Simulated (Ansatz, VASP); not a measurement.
**One calculation of Bi, two programs**

Contents of POSCAR:

```
Bi
1.0
   -1.9814305318      1.9814305318      1.9814305318
    1.9814305318     -1.9814305318      1.9814305318
    1.9814305318      1.9814305318     -1.9814305318
Bi
1
Direct
    0.0000000000      0.0000000000      0.0000000000
```

The input INCAR.step1:

```
PREC = Accurate
ENCUT = 520
ISMEAR = 0
SIGMA = 0.05
LREAL = F
LASPH = T
NELM = 100
NBANDS = 14
GGA = PE
ALGO = Normal
EDIFF = 1E-4
LWAVE = T
LCHARG = F
```

Contents of INCAR.step2:

```
PREC = Accurate
ENCUT = 520
EDIFF = 1E-7
ISMEAR = 0
SIGMA = 0.05
LREAL = F
LASPH = T
NELM = 100
ALGO = Normal
ISIF = 2
LWAVE = F
LCHARG = F
METAGGA = R2SCAN
LMIXTAU = T
NBANDS = 14
ISTART = 1
```

KPOINTS

```
Automatic mesh
0
Gamma
  12 12 12
```

Input for Ansatz:

```yaml
crystal:
  lattice:
    - [-1.9814305318, 1.9814305318, 1.9814305318]
    - [1.9814305318, -1.9814305318, 1.9814305318]
    - [1.9814305318, 1.9814305318, -1.9814305318]
  atoms:
    - { symbol: Bi, position: [0.0, 0.0, 0.0] }
basis:
  ecutwfc: 500
  fft_grid_basis: typed
kpoints:
  mp_grid: { grid: [12, 12, 12] }
hamiltonian:
  xc: r2scan
scf:
  occupations: { method: gaussian, width: 0.05 }
output:
  forces: true
  stress: true
  eigenvalues: true
  bader: true
  write_density: true
  volumetric_format: npy
```

This isn't the form of Bi at room conditions, which is rhombohedral.

Alike in both runs: task single point; functional r2SCAN; k mesh 12 × 12 × 12; occupations gaussian, width 0.05 eV; no spin polarisation.

|  | VASP | Ansatz |
| --- | --- | --- |
| version | VASP 6.6.1 | Ansatz 0.2.0 |
| potentials or method | VASP PAW PBE potentials, release 64 (Bi_d) | scalar-relativistic, plane waves, PAW |
| plane-wave cutoff (eV) | 520 | 500 |
| valence electrons in the cell | 15 | 15 |

|  | VASP | Ansatz | Ansatz less VASP |
| --- | --- | --- | --- |
| gap on the k mesh at the Fermi level (eV) | none | none | - |
| pressure (GPa) | -0.3 | -0.3 | +0.01 |

A gap of «none» marks a metal or a gap that the smearing closes. The functional is the same, so the differences come from potentials, cutoffs and numerics.

Caveats: the PAW data sets were made with another functional, which shifts forces and pressure a little (VASP); spin-orbit coupling is left out, which moves the levels of the heavy elements.
